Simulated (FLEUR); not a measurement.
Input of a FLEUR MaX-R8.1 (later development tree) run:

inp.xml

```xml
<?xml version="1.0" encoding="UTF-8" standalone="no"?>
<fleurInput fleurInputVersion="0.39">
   <comment>
      AlN                                                                                                 
   </comment>
   <calculationSetup>
      <cutoffs Kmax="4.83" Gmax="15.0" GmaxXC="15.0" numbands="0"/>
      <scfLoop itmax="60" minDistance="0.00001" maxIterBroyd="15" imix="Anderson" alpha="0.05" precondParam="0.0" spinf="2.0" sdNocoIR="T"/>
      <coreElectrons ctail="T" frcor="F" kcrel="0" coretail_lmax="0"/>
      <xcFunctional name="pbe" relativisticCorrections="F"/>
      <magnetism jspins="1"/>
      <soc l_soc="F" theta="0.0" phi="0.0" spav="F"/>
      <expertModes spex="0" secvar="F"/>
      <geometryOptimization l_f="T" forcealpha="1.0" forcemix="BFGS" epsdisp="0.0005" epsforce="0.0002"/>
      <ldaU l_linMix="F" mixParam="0.05" spinf="1.0"/>
   </calculationSetup>
   <cell>
      <bzIntegration valenceElectrons="32.0" mode="hist" fermiSmearingEnergy="0.00183747">
         <kPointListSelection listName="default-1"/>
         <!-- k-points included here -->
         <xi:include xmlns:xi="http://www.w3.org/2001/XInclude" href="kpts.xml"> </xi:include>
      </bzIntegration>
      <!-- symmetry operations included here -->
      <xi:include xmlns:xi="http://www.w3.org/2001/XInclude" href="sym.xml"> </xi:include>
      <bulkLattice scale="1.0">
         <bravaisMatrix>
            <row-1>    5.8827174258797994     0.0000000000000000     0.0000000000000000</row-1>
            <row-2>   -2.9413587129398997     5.0945827341332919     0.0000000000000000</row-2>
            <row-3>    0.0000000000000000     0.0000000000000000     9.4127258266325988</row-3>
         </bravaisMatrix>
      </bulkLattice>
   </cell>
   <atomSpecies>
      <species name="Aluminum (Al)" element="Al" atomicNumber="13">
         <mtSphere radius="1.72" gridPoints="585" logIncrement="0.019"/>
         <atomicCutoffs lmax="8" lnonsphr="6"/>
         <electronConfig flipSpins="F">
            <coreConfig>(1s1/2)</coreConfig>
            <valenceConfig>(2s1/2) (2p1/2) (2p3/2) (3s1/2) (3p1/2) (3p3/2)</valenceConfig>
            <stateOccupation state="(3p1/2)" spinUp="0.166667" spinDown="0.166667"/>
            <stateOccupation state="(3p3/2)" spinUp="0.333333" spinDown="0.333333"/>
         </electronConfig>
         <energyParameters s="3" p="3" d="3" f="4"/>
         <lo type="SCLO" l="0" n="2" eDeriv="0"/>
         <lo type="SCLO" l="1" n="2" eDeriv="0"/>
         <lo type="SCLO" l="2" n="3" eDeriv="2"/>
         <lo type="SCLO" l="3" n="4" eDeriv="2"/>
      </species>
      <species name="Nitrogen (N)" element="N" atomicNumber="7">
         <mtSphere radius="1.49" gridPoints="509" logIncrement="0.021"/>
         <atomicCutoffs lmax="8" lnonsphr="6"/>
         <electronConfig flipSpins="F">
            <coreConfig>(1s1/2)</coreConfig>
            <valenceConfig>(2s1/2) (2p1/2) (2p3/2)</valenceConfig>
            <stateOccupation state="(2p1/2)" spinUp="0.500000" spinDown="0.500000"/>
            <stateOccupation state="(2p3/2)" spinUp="1.000000" spinDown="1.000000"/>
         </electronConfig>
         <energyParameters s="2" p="2" d="3" f="4"/>
         <lo type="SCLO" l="0" n="2" eDeriv="2"/>
         <lo type="SCLO" l="1" n="2" eDeriv="2"/>
         <lo type="SCLO" l="2" n="3" eDeriv="2"/>
      </species>
   </atomSpecies>
   <atomGroups>
      <atomGroup species="Aluminum (Al)">
         <relPos label="                   1">-1.000/3.000 1.000/3.000 1.000/2.000</relPos>
         <relPos label="                   2">1.000/3.000 -1.000/3.000 .0000000000</relPos>
         <force calculate="T" relaxXYZ="TTT"/>
      </atomGroup>
      <atomGroup species="Nitrogen (N)">
         <relPos label="                   3">-1.000/3.000 1.000/3.000 -3.000/25.000</relPos>
         <relPos label="                   4">1.000/3.000 -1.000/3.000 .3800000000</relPos>
         <force calculate="T" relaxXYZ="TTT"/>
      </atomGroup>
   </atomGroups>
   <output dos="F" band="F" slice="F">
      <checks vchk="F" cdinf="F"/>
      <bandDOS minEnergy="-.5*Htr" maxEnergy="0.5*Htr" sigma="0.015" storeEVData="T"/>
      <vacuumDOS vacdos="F" integ="F" star="F" nstars="0" locx1="0.0" locy1="0.0" locx2="0.0" locy2="0.0" nstm="0" tworkf="0.0"/>
      <unfoldingBand unfoldBand="F" supercellX="1" supercellY="1" supercellZ="1"/>
      <plotting iplot="0" polar="F">
         <plot TwoD="T" vec1="  1.0  0.0  0.0" vec2="  0.0  1.0  0.0" vec3="  0.0  0.0  1.0" zero="  0.0  0.0  0.0" file="plot"/>
      </plotting>
      <chargeDensitySlicing numkpt="0" minEigenval="0.0" maxEigenval="0.0" nnne="0" pallst="F"/>
      <specialOutput eonly="F"/>
      <moessbauerParams electricFieldGradient="T" isomerShift="T" coreHyperfine="T" valenceHyperfine="T"/>
      <magneticCircularDichroism mcd="F" energyLo="-10.0" energyUp="0.0"/>
   </output>
  <!-- We include the file relax.xml here to enable relaxations (see documentation) -->
  <xi:include xmlns:xi="http://www.w3.org/2001/XInclude" href="relax.xml"> <xi:fallback/> </xi:include>
</fleurInput>
```

File crystal.txt:

```
AlN
&input cartesian=F /
3.1130000000  0.0000000000  0.0000000000
-1.5565000000  2.6959370820  0.0000000000
0.0000000000  0.0000000000  4.9810000000
1.8897261246
1.0 1.0 1.0

4
13 0.6666666667  0.3333333333  0.5000000000
13 0.3333333333  0.6666666667  0.0000000000
7 0.6666666667  0.3333333333  0.8800000000
7 0.3333333333  0.6666666667  0.3800000000

&kpt div1=10 div2=10 div3=6 gamma=T /
```

Potentials or basis: all-electron, FLAPW.

Launch:

```console
$ inpgen -f crystal.txt -profile fastHighL
$ # inp.xml edited to the form shown
$ fleur_MPI
```

Estimate the largest force.

0.129 eV/Å.

Predict the band gap on the k mesh.

4.22 eV, direct.

Forces in eV/Å, atoms in the order of the input:
```
Al   0.000  0.000 -0.129
Al   0.000  0.000 -0.129
N    0.000  0.000  0.129
N    0.000  0.000  0.129
```

**Experimental background.**

From “Structural and optical properties of self-assembled AlN nanowires grown on SiO2/Si substrates by molecular beam epitaxy”, 2024, arxiv:2402.00216, for a bulk crystal of AlN at 0 K: band gap 6.0343 eV (an exciton energy, a little under the gap).

Against the measured gap of AlN, 6.0343 eV (an exciton energy, a little under the gap; 0 K; quoted in “Structural and optical properties of self-assembled AlN nanowires grown on SiO2/Si substrates by molecular beam epitaxy”, 2024, arxiv:2402.00216), the calculated 4.22 eV is off by -1.82 eV. 2 values of this kind are on record (6.034 to 6.0343 eV); this one was drawn at random. The value is that of PBE on a finite k mesh, which can miss the band edges, without temperature or zero-point motion. Semilocal functionals fall short of measured gaps as a rule.
